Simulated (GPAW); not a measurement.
# Sb (Im-3m) in GPAW: single point with PBE

Aim: the single point of Sb with PBE.

Program: GPAW 26.7.0. These are calculated values, not measurements. Logs are shortened: lines on timing, memory, paths and dates and some standing lists are left out, and cuts for length are marked. The log counts tension as positive stress, the text compression.

### Step 1. The crystal as given

The structure is cubic, space group Im-3m (No. 229). Conventional cell: a = 3.743 Å, b = 3.743 Å, c = 3.743 Å, α = 90.00°, β = 90.00°, γ = 90.00°. Around Sb (site symmetry m-3m) lie 8 Sb at 3.24 Å.

This isn't the form of Sb at room conditions, which is rhombohedral.

### Step 2. Single point, PBE

Input file POSCAR:

```
Sb
1.0
   -1.8713408863      1.8713408863      1.8713408863
    1.8713408863     -1.8713408863      1.8713408863
    1.8713408863      1.8713408863     -1.8713408863
Sb
1
Direct
    0.0000000000      0.0000000000      0.0000000000
```

Potentials or basis: GPAW PAW data sets (gpaw-data 1.2.1), pw.

The run is started by

```bash
OMP_NUM_THREADS=1 gpaw run POSCAR -p 'mode=PW(600),xc=PBE,kpts={size:(10,10,10),gamma:True},occupations={name:fermi-dirac,width:0.05},nbands=15,convergence={density:1e-05,energy:1e-05},maxiter=150,txt=gpaw.txt' --properties efs -w gs.gpw
```

What it wrote:

```text
__  _  _
 | _ |_)|_||  |
 |__||  | ||/\| - 26.7.0

Input parameters:
  mode=PW(ecut=600.0),
  convergence={'density': 1e-05, 'energy': 1e-05},
  kpts=MonkhorstPack(size=[10, 10, 10], gamma=True),
  maxiter=150,
  nbands=15,
  occupations=Occupations(name='fermi-dirac', width=0.05),
  xc=XC(name='PBE')

Diagonalizing LCAO Hamiltonian
Converting LCAO to pw mode

       Sb

Atoms  # Å, Bohr magnetons
|   | symbol |        x |        y |        z |    initial magnetic moments |
|---|--------|----------|----------|----------|-----------------------------|
| 0 |     Sb | 0.000000 | 0.000000 | 0.000000 | ( 0.0000,  0.0000,  0.0000) |

Unit cell  # Å
| periodic |         x |         y |         z |  lengths |     angles |
|----------|-----------|-----------|-----------|----------|------------|
|      yes | -1.871341 |  1.871341 |  1.871341 | 3.241257 | 109.471221 |
|      yes |  1.871341 | -1.871341 |  1.871341 | 3.241257 | 109.471221 |
|      yes |  1.871341 |  1.871341 | -1.871341 | 3.241257 | 109.471221 |

Number of symmetries: 48
Symmetry operations  # r_c * U_cc + t_c -> r_c
|    | kind |            matrix            |
|----|------|------------------------------|
|  0 |  σ   |  1, 1, 1,  0, 0,-1,  0,-1, 0 |
|  1 |  C4  |  1, 1, 1,  0, 0,-1, -1, 0, 0 |
|  2 |  C2  |  1, 1, 1,  0,-1, 0,  0, 0,-1 |
|  3 |  S6  |  1, 1, 1,  0,-1, 0, -1, 0, 0 |
|  4 |  S6  |  1, 1, 1, -1, 0, 0,  0, 0,-1 |
|  5 |  C4  |  1, 1, 1, -1, 0, 0,  0,-1, 0 |
|  6 |  E   |  1, 0, 0,  0, 1, 0,  0, 0, 1 |
|  7 |  σ   |  1, 0, 0,  0, 1, 0, -1,-1,-1 |
|  8 |  σ   |  1, 0, 0,  0, 0, 1,  0, 1, 0 |
|  9 |  C3  |  1, 0, 0,  0, 0, 1, -1,-1,-1 |
| 10 |  C3  |  1, 0, 0, -1,-1,-1,  0, 1, 0 |
| 11 |  σ   |  1, 0, 0, -1,-1,-1,  0, 0, 1 |
| 12 |  σ   |  0, 1, 0,  1, 0, 0,  0, 0, 1 |
| 13 |  C2  |  0, 1, 0,  1, 0, 0, -1,-1,-1 |
| 14 |  C3  |  0, 1, 0,  0, 0, 1,  1, 0, 0 |
| 15 |  S4  |  0, 1, 0,  0, 0, 1, -1,-1,-1 |
| 16 |  S4  |  0, 1, 0, -1,-1,-1,  1, 0, 0 |
| 17 |  C3  |  0, 1, 0, -1,-1,-1,  0, 0, 1 |
| 18 |  C3  |  0, 0, 1,  1, 0, 0,  0, 1, 0 |
| 19 |  S4  |  0, 0, 1,  1, 0, 0, -1,-1,-1 |
| 20 |  σ   |  0, 0, 1,  0, 1, 0,  1, 0, 0 |
| 21 |  C3  |  0, 0, 1,  0, 1, 0, -1,-1,-1 |
| 22 |  C2  |  0, 0, 1, -1,-1,-1,  1, 0, 0 |
| 23 |  S4  |  0, 0, 1, -1,-1,-1,  0, 1, 0 |
| 24 |  C4  |  0, 0,-1,  1, 1, 1,  0,-1, 0 |
| 25 |  σ   |  0, 0,-1,  1, 1, 1, -1, 0, 0 |
| 26 |  S6  |  0, 0,-1,  0,-1, 0,  1, 1, 1 |
| 27 |  C2  |  0, 0,-1,  0,-1, 0, -1, 0, 0 |
| 28 |  C4  |  0, 0,-1, -1, 0, 0,  1, 1, 1 |
| 29 |  S6  |  0, 0,-1, -1, 0, 0,  0,-1, 0 |
| 30 |  S6  |  0,-1, 0,  1, 1, 1,  0, 0,-1 |
| 31 |  C4  |  0,-1, 0,  1, 1, 1, -1, 0, 0 |
| 32 |  C4  |  0,-1, 0,  0, 0,-1,  1, 1, 1 |
| 33 |  S6  |  0,-1, 0,  0, 0,-1, -1, 0, 0 |
| 34 |  σ   |  0,-1, 0, -1, 0, 0,  1, 1, 1 |
| 35 |  C2  |  0,-1, 0, -1, 0, 0,  0, 0,-1 |
| 36 |  C2  | -1, 0, 0,  1, 1, 1,  0, 0,-1 |
| 37 |  S6  | -1, 0, 0,  1, 1, 1,  0,-1, 0 |
| 38 |  S6  | -1, 0, 0,  0, 0,-1,  1, 1, 1 |
| 39 |  C2  | -1, 0, 0,  0, 0,-1,  0,-1, 0 |
| 40 |  C2  | -1, 0, 0,  0,-1, 0,  1, 1, 1 |
| 41 |  i   | -1, 0, 0,  0,-1, 0,  0, 0,-1 |
| 42 |  S4  | -1,-1,-1,  1, 0, 0,  0, 1, 0 |
| 43 |  C3  | -1,-1,-1,  1, 0, 0,  0, 0, 1 |
| 44 |  C3  | -1,-1,-1,  0, 1, 0,  1, 0, 0 |
| 45 |  σ   | -1,-1,-1,  0, 1, 0,  0, 0, 1 |
| 46 |  S4  | -1,-1,-1,  0, 0, 1,  1, 0, 0 |
| 47 |  C2  | -1,-1,-1,  0, 0, 1,  0, 1, 0 |

BZ-sampling:
  Number of BZ points: 1000
  Number of IBZ points: 47

  Monkhorst-Pack size: [10, 10, 10]
  Monkhorst-Pack shift: [0.05, 0.05, 0.05]

K-points  # in reciprocal-cell coordinates
|     |                                coordinates |     weight |
|-----|--------------------------------------------|------------|
|   0 | (  0.00000000,   0.00000000,   0.00000000) | 0.00100000 |
|   1 | (  0.10000000,   0.00000000,   0.00000000) | 0.01200000 |
|   2 | (  0.10000000,   0.10000000,  -0.10000000) | 0.00600000 |
|   3 | (  0.20000000,   0.00000000,  -0.10000000) | 0.02400000 |
|   4 | (  0.20000000,   0.00000000,   0.00000000) | 0.01200000 |
|   5 | (  0.20000000,   0.10000000,  -0.10000000) | 0.02400000 |
|   6 | (  0.20000000,   0.20000000,  -0.20000000) | 0.00600000 |
|   7 | (  0.30000000,  -0.10000000,  -0.10000000) | 0.00800000 |
|   8 | (  0.30000000,   0.00000000,  -0.10000000) | 0.04800000 |
|   9 | (  0.30000000,   0.00000000,   0.00000000) | 0.01200000 |
| ... |                                            |            |
|  46 | (  0.50000000,   0.50000000,   0.50000000) | 0.00100000 |

Plane wave coefficients: 909
Cutoff: 600.0 eV

Spin-components: 1 (collinear spins)
Bands:           15
Projectors:      6
Spin-degeneracy: 2
Datatype:        complex128

Parallelization:
  kpt:    1
  domain: 1
  band:   1

Density:
  Valence electrons: 15.0
  Components: 1
  Grid points: [20 20 20]
  Charge: 0.0  # |e|

Potential:
  Grid points: [20 20 20]

species:
  Sb:
    name:    Antimony
    Z:       51.0
    valence: 15
    core:    36
    charge:  0.0  # [|e|]
    compensation charges:
      type: gauss
      rc: 0.36  # [Å]
      lmax: 2
    cutoffs:
      filter: 2.23  # [Å]
      core: 2.23  # [Å]
    projectors
    | kind |    occ | energy [eV] | rcut [Å] |
    |------|--------|-------------|----------|
    |   5s |  2.000 |     -12.815 |    1.154 |
    |   5p |  3.000 |      -4.830 |    1.233 |
    |   4d | 10.000 |     -33.514 |    1.196 |
    |    s |        |      14.396 |    1.154 |
    |    p |        |      22.381 |    1.233 |
    |    d |        |      -6.303 |    1.196 |

    Using partial waves for Sb as LCAO basis

Reference energy: -176281.558248  # eV

eigensolver:
  PPCG
  Converge bands: occupied
  niter=2

density mixing:
  MSR1-Mixer
  Pratt-step length: 0.05
  Maximum mixing coefficient: 0.75
  Old densities: 10
  SVD Regularization: 0.005
  Good broyden scale: 1.0
  Trust region scale: 1.0
  Backstep threshold: 4.0
  History deletion threshold: 6.0
  Fourier metric: weight=20.0, sigma=0.015

occupation numbers:
  Fermi-Dirac:
    width: 0.0500  # eV

poisson solver:
  ecut: 4800.0  # eV

xc functional:
  name: PBE with 2 nearest neighbor stencil

convergence criteria:
- Maximum integral of absolute [dens]ity change: 1e-05 electrons / valence electron
- Maximum [total energy] change in last 3 cyles: 1e-05 eV / valence electron
- Maximum integral of absolute [eigenst]ate change: 4e-08 eV^2 / valence electron
maximum number of iterations: 150

SCF iterations
|iter     | |      energy | eigst |  dens |
|---------|-|-------------|-------|-------|
|iter:   1| |   -4.154099 | +0.21 |       |
|iter:   2| |   -4.156221 | -2.16 | -1.85 |
|iter:   3| |   -4.153506 | -2.76 | -1.87 |
|iter:   4| |   -4.154056 | -4.09 | -2.44 |
|iter:   5| |   -4.154140 | -5.09 | -2.98 |
|iter:   6| |   -4.154142c| -6.63 | -3.81 |
|iter:   7| |   -4.154142c| -8.06c| -4.69 |
|iter:   8| |   -4.154142c| -7.69c| -5.12c|

Converged in 8 steps
Energy contributions relative to reference atoms: (reference = -176281.558248)

Energy contributions:
  Kinetic:           1.065080
  Coulomb:          -1.238678
  Zero:              0.174828
  External:          0.000000
  Xc:               -4.150870
  Entropy:          -0.009003
  Spinorbit:         0.000000
  ----------------------------
  Free energy:      -4.158643
  Extrapolated:     -4.154142

dipole moment: (-6.769173, -6.769173, -6.769173)  # |e|*Ang

Fermi level: 8.399
Eigenvalues  # (at kpt = [0.000, 0.000, 0.000])
| band index |      eig [eV] | occ [0-2] |
|------------|---------------|-----------|
|          0 |       -20.861 |     2.000 |
|          1 |       -20.861 |     2.000 |
|          2 |       -20.861 |     2.000 |
|          3 |       -20.785 |     2.000 |
|          4 |       -20.785 |     2.000 |
|          5 |        -4.624 |     2.000 |
|          6 |        14.099 |     0.000 |
|          7 |        14.099 |     0.000 |
|          8 |        14.099 |     0.000 |
|          9 |        19.790 |     0.000 |
|         10 |        19.790 |     0.000 |
|         11 |        19.791 |     0.000 |
|         12 |        20.308 |     0.000 |
|         13 |        20.308 |     0.000 |
|         14 |        20.382 |     0.000 |

No gap
No difference between direct/indirect transitions

Forces  # eV/Ang
|        x |       y |        z |
|----------|---------|----------|
| -0.00000 | 0.00000 | -0.00000 |  # Sb   0

Stress tensor  # eV/Ang^3
|         x |         y |         z |
|-----------|-----------|-----------|
| -0.017496 |  0.000000 | -0.000000 |
|  0.000000 | -0.017496 |  0.000000 |
| -0.000000 |  0.000000 | -0.017496 |

# Writing to gs.gpw (mode='')
```

It took 8 s on 1 thread of AMD EPYC 7B13 (Zen 3), shared host; peak memory 0.15 GiB.

Results:

| Quantity | Value |
| --- | --- |
| Free energy | -4.1586 eV |
| Pressure | 2.8 GPa |
| Band gap on the k mesh | none (metal or under the smearing width) |

### Step 3. The reference run

An earlier run on the cell as given: functional PBE; potentials or basis GPAW PAW data sets (gpaw-data 1.2.1); cutoff 600 eV; basis pw; k mesh 10 × 10 × 10; occupations fermi-dirac, width 0.05 eV; no spin polarisation.

- Pressure: 2.8 GPa
- Band gap on the k mesh: none (metal or under the smearing width)
